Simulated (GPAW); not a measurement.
# Pt (P6_3/mmc) in GPAW: equation of state

Aim: energy against volume of Pt in PBEsol, for its equilibrium volume and stiffness.

All numbers are computed with GPAW 26.7.0; they aren't measurements. Logs are shortened: lines on timing, memory, paths and dates and some standing lists are left out, and cuts for length are marked. The log counts tension as positive stress, the text compression.

## (1) The structure

The structure is hexagonal, space group P6_3/mmc (No. 194). Conventional cell: a = 2.761 Å, b = 2.761 Å, c = 4.792 Å, α = 90.00°, β = 90.00°, γ = 120.00°. Pt (site symmetry -6m2) has 12 Pt at 2.76 to 2.88 Å as nearest neighbours.

This isn't the form of Pt at room conditions, which is fcc.

## (2) Equation of state, PBEsol

Contents of run.py:

```python
from ase import Atoms
from ase.eos import EquationOfState
from ase.io import Trajectory
from ase.units import GPa
from gpaw import GPAW, PW, setup_paths

setup_paths.insert(0, '.')

atoms = Atoms(['Pt', 'Pt'],
              cell=[[2.7606656158, 0.0, 0.0],
                    [-1.3803328079, 2.3908065546, 0.0],
                    [0.0, 0.0, 4.792134]],
              scaled_positions=[[0.3333333333, 0.6666666667, 0.25],
                                [0.6666666667, 0.3333333333, 0.75]],
              pbc=True)

traj = Trajectory('eos.traj', 'w')
volumes, energies = [], []
for x in [0.94, 0.96, 0.98, 1.0, 1.02, 1.04, 1.06]:
    a = atoms.copy()
    a.set_cell(atoms.cell * x**(1 / 3), scale_atoms=True)
    calc = GPAW(mode=PW(600),
                xc='PBEsol',
                kpts={'size': (11, 11, 6), 'gamma': True},
                occupations={'name': 'fermi-dirac', 'width': 0.05},
                nbands=29,
                convergence={'density': 1e-05, 'energy': 1e-05},
                maxiter=150,
                txt=f'eos-{x:.2f}.txt')
    a.calc = calc
    energies.append(a.get_potential_energy(force_consistent=True))
    volumes.append(a.get_volume())
    p = -a.get_stress()[:3].mean() / GPa
    calc.write(f'eos-{x:.2f}.gpw')
    traj.write(a)
    print(f'{x:.2f} {volumes[-1]:10.4f} A^3 {energies[-1]:14.6f} eV {p:9.3f} GPa', flush=True)

v0, e0, B = EquationOfState(volumes, energies, eos='birchmurnaghan').fit()
print(f'V0 = {v0:.4f} A^3, E0 = {e0:.6f} eV, B0 = {B / GPa:.2f} GPa')
```

Potentials or basis: PAW data sets generated in the run's folder for this functional, pw.

Run with:

```
gpaw-setup -f PBEsol Pt
OMP_NUM_THREADS=1 python run.py
```

The log of the run:

```text
__  _  _
 | _ |_)|_||  |
 |__||  | ||/\| - 26.7.0

Input parameters:
  mode=PW(ecut=600.0),
  convergence={'density': 1e-05, 'energy': 1e-05},
  kpts=MonkhorstPack(size=(11, 11, 6), gamma=True),
  maxiter=150,
  nbands=29,
  occupations=Occupations(name='fermi-dirac', width=0.05),
  xc=XC(name='PBEsol')

Diagonalizing LCAO Hamiltonian
Converting LCAO to pw mode

          Pt

        Pt

Atoms  # Å, Bohr magnetons
|   | symbol |         x |        y |        z |    initial magnetic moments |
|---|--------|-----------|----------|----------|-----------------------------|
| 0 |     Pt | -0.000000 | 1.561334 | 1.173577 | ( 0.0000,  0.0000,  0.0000) |
| 1 |     Pt |  1.352155 | 0.780667 | 3.520731 | ( 0.0000,  0.0000,  0.0000) |

Unit cell  # Å
| periodic |         x |        y |        z |  lengths |     angles |
|----------|-----------|----------|----------|----------|------------|
|      yes |  2.704310 | 0.000000 | 0.000000 | 2.704310 |  90.000000 |
|      yes | -1.352155 | 2.342001 | 0.000000 | 2.704310 |  90.000000 |
|      yes |  0.000000 | 0.000000 | 4.694308 | 4.694308 | 120.000000 |

Number of symmetries: 12
Symmetry operations  # r_c * U_cc + t_c -> r_c
|    | kind |            matrix            |
|----|------|------------------------------|
|  0 |  σ   |  1, 1, 0,  0,-1, 0,  0, 0, 1 |
|  1 |  S6  |  1, 1, 0, -1, 0, 0,  0, 0,-1 |
|  2 |  E   |  1, 0, 0,  0, 1, 0,  0, 0, 1 |
|  3 |  C2  |  1, 0, 0, -1,-1, 0,  0, 0,-1 |
|  4 |  C2  |  0, 1, 0,  1, 0, 0,  0, 0,-1 |
|  5 |  C3  |  0, 1, 0, -1,-1, 0,  0, 0, 1 |
|  6 |  S6  |  0,-1, 0,  1, 1, 0,  0, 0,-1 |
|  7 |  σ   |  0,-1, 0, -1, 0, 0,  0, 0, 1 |
|  8 |  σ   | -1, 0, 0,  1, 1, 0,  0, 0, 1 |
|  9 |  i   | -1, 0, 0,  0,-1, 0,  0, 0,-1 |
| 10 |  C3  | -1,-1, 0,  1, 0, 0,  0, 0, 1 |
| 11 |  C2  | -1,-1, 0,  0, 1, 0,  0, 0,-1 |

BZ-sampling:
  Number of BZ points: 726
  Number of IBZ points: 84

  Monkhorst-Pack size: [11, 11, 6]
  Monkhorst-Pack shift: [0.0, 0.0, 0.08333333333333333]

K-points  # in reciprocal-cell coordinates
|     |                                coordinates |     weight |
|-----|--------------------------------------------|------------|
|   0 | (  0.00000000,   0.00000000,   0.00000000) | 0.00137741 |
|   1 | (  0.00000000,   0.00000000,   0.16666667) | 0.00275482 |
|   2 | (  0.00000000,   0.00000000,   0.33333333) | 0.00275482 |
|   3 | (  0.00000000,   0.00000000,   0.50000000) | 0.00137741 |
|   4 | (  0.09090909,   0.00000000,  -0.33333333) | 0.00826446 |
|   5 | (  0.09090909,   0.00000000,  -0.16666667) | 0.00826446 |
|   6 | (  0.09090909,   0.00000000,   0.00000000) | 0.00826446 |
|   7 | (  0.09090909,   0.00000000,   0.16666667) | 0.00826446 |
|   8 | (  0.09090909,   0.00000000,   0.33333333) | 0.00826446 |
|   9 | (  0.09090909,   0.00000000,   0.50000000) | 0.00826446 |
| ... |                                            |            |
|  83 | (  0.45454545,   0.45454545,   0.50000000) | 0.00826446 |

Plane wave coefficients: 1021
Cutoff: 600.0 eV

Spin-components: 1 (collinear spins)
Bands:           29
Projectors:      12
Spin-degeneracy: 2
Datatype:        complex128

Parallelization:
  kpt:    1
  domain: 1
  band:   1

Density:
  Valence electrons: 32.0
  Components: 1
  Grid points: [16 16 27]
  Charge: 0.0  # |e|

Potential:
  Grid points: [16 16 27]

species:
  Pt:
    name:    Platinum
    Z:       78.0
    valence: 16
    core:    62
    charge:  0.0  # [|e|]
    compensation charges:
      type: gauss
      rc: 0.41  # [Å]
      lmax: 2
    cutoffs:
      filter: 2.26  # [Å]
      core: 2.26  # [Å]
    projectors
    | kind |    occ | energy [eV] | rcut [Å] |
    |------|--------|-------------|----------|
    |   6s |  1.000 |      -5.666 |    1.307 |
    |   5p |  6.000 |     -56.073 |    1.371 |
    |   6p |  0.000 |      -0.783 |    1.371 |
    |   5d |  9.000 |      -6.179 |    1.307 |
    |    s |        |      21.545 |    1.307 |
    |    d |        |      21.032 |    1.307 |

    Using partial waves for Pt as LCAO basis

Reference energy: -1000471.182002  # eV

eigensolver:
  PPCG
  Converge bands: occupied
  niter=2

density mixing:
  MSR1-Mixer
  Pratt-step length: 0.05
  Maximum mixing coefficient: 0.75
  Old densities: 10
  SVD Regularization: 0.005
  Good broyden scale: 1.0
  Trust region scale: 1.0
  Backstep threshold: 4.0
  History deletion threshold: 6.0
  Fourier metric: weight=20.0, sigma=0.015

occupation numbers:
  Fermi-Dirac:
    width: 0.0500  # eV

poisson solver:
  ecut: 4800.0  # eV

xc functional:
  name: PBEsol with 2 nearest neighbor stencil

convergence criteria:
- Maximum integral of absolute [dens]ity change: 1e-05 electrons / valence electron
- Maximum [total energy] change in last 3 cyles: 1e-05 eV / valence electron
- Maximum integral of absolute [eigenst]ate change: 4e-08 eV^2 / valence electron
maximum number of iterations: 150

SCF iterations
|iter     | |      energy | eigst |  dens |
|---------|-|-------------|-------|-------|
|iter:   1| |  -15.414549 | +0.18 |       |
|iter:   2| |  -15.219599 | -2.71 | -1.18 |
|iter:   3| |  -14.459019 | -1.99 | -1.23 |
|iter:   4| |  -14.452181 | -3.71 | -2.24 |
|iter:   5| |  -14.450530 | -3.51 | -2.51 |
|iter:   6| |  -14.450645 | -5.44 | -3.59 |
|iter:   7| |  -14.450663c| -6.18 | -3.85 |
|iter:   8| |  -14.450666c| -6.96 | -4.21 |
|iter:   9| |  -14.450667c| -7.70c| -4.62 |
|iter:  10| |  -14.450667c| -8.29c| -5.37c|

Converged in 10 steps
Energy contributions relative to reference atoms: (reference = -1000471.182002)

Energy contributions:
  Kinetic:         -10.504695
  Coulomb:           7.575390
  Zero:             -1.170131
  External:          0.000000
  Xc:              -10.334581
  Entropy:          -0.033300
  Spinorbit:         0.000000
  ----------------------------
  Free energy:     -14.467317
  Extrapolated:    -14.450667

dipole moment: (0.000000, 0.000001, 0.000002)  # |e|*Ang

Fermi level: 12.217
Eigenvalues  # (at kpt = [0.000, 0.000, 0.000])
| band index |      eig [eV] | occ [0-2] |
|------------|---------------|-----------|
|          0 |       -40.701 |     2.000 |
|        ... |               |           |
|         10 |         8.472 |     2.000 |
|         11 |         8.876 |     2.000 |
|         12 |         8.876 |     2.000 |
|         13 |        10.242 |     2.000 |
|         14 |        10.242 |     2.000 |
|         15 |        11.206 |     2.000 |
[... 8 lines left out ...]
|         24 |        35.481 |     0.000 |
|         25 |        35.481 |     0.000 |
|        ... |               |           |
|         28 |        37.889 |     0.000 |

No gap
No difference between direct/indirect transitions

Stress tensor  # eV/Ang^3
|         x |         y |         z |
|-----------|-----------|-----------|
| -0.041382 |  0.000000 |  0.000000 |
|  0.000000 | -0.041382 |  0.000000 |
|  0.000000 |  0.000000 | -0.017439 |

# Writing to eos-0.94.gpw (mode='')
```

eos-0.96.txt:

```text
SCF iterations
|iter     | |      energy | eigst |  dens |
|---------|-|-------------|-------|-------|
|iter:   1| |  -15.425231 | +0.18 |       |
|iter:   2| |  -15.226954 | -2.71 | -1.17 |
|iter:   3| |  -14.466765 | -1.97 | -1.22 |
[... 34 lines left out ...]
|         13 |         9.891 |     2.000 |
|         14 |         9.891 |     2.000 |
|         15 |        10.879 |     2.000 |
[... 8 lines left out ...]
|         24 |        34.942 |     0.000 |
|         25 |        34.942 |     0.000 |
|        ... |               |           |
|         28 |        37.160 |     0.000 |

No gap
No difference between direct/indirect transitions

Stress tensor  # eV/Ang^3
|         x |         y |        z |
|-----------|-----------|----------|
| -0.001200 |  0.000000 | 0.000000 |
|  0.000000 | -0.001200 | 0.000000 |
|  0.000000 |  0.000000 | 0.016237 |

# Writing to eos-0.96.gpw (mode='')
```

Run time: 3.9 min. Hardware: 1 thread of Arm Neoverse V2, shared host; peak memory 0.27 GiB.

What came out:

| Quantity | Value |
| --- | --- |
| Equilibrium volume | 15.14 Å³/atom |
| Bulk modulus at fixed shape and positions | 277 GPa |
| Pressure derivative of the bulk modulus | 5.4 |

Energy against volume, from the lowest point:
| volume (Å³/atom) | energy (meV/atom) |
| --- | --- |
| 14.866 | 4.51 |
| 15.182 | 0.00 |
| 15.498 | 6.75 |
| 15.815 | 23.35 |
| 16.131 | 48.56 |
| 16.447 | 81.27 |
| 16.763 | 120.52 |

Caveat: the cell was scaled at fixed shape and fractional positions, which overstates the stiffness of a crystal with free parameters, most of all of layers and chains.
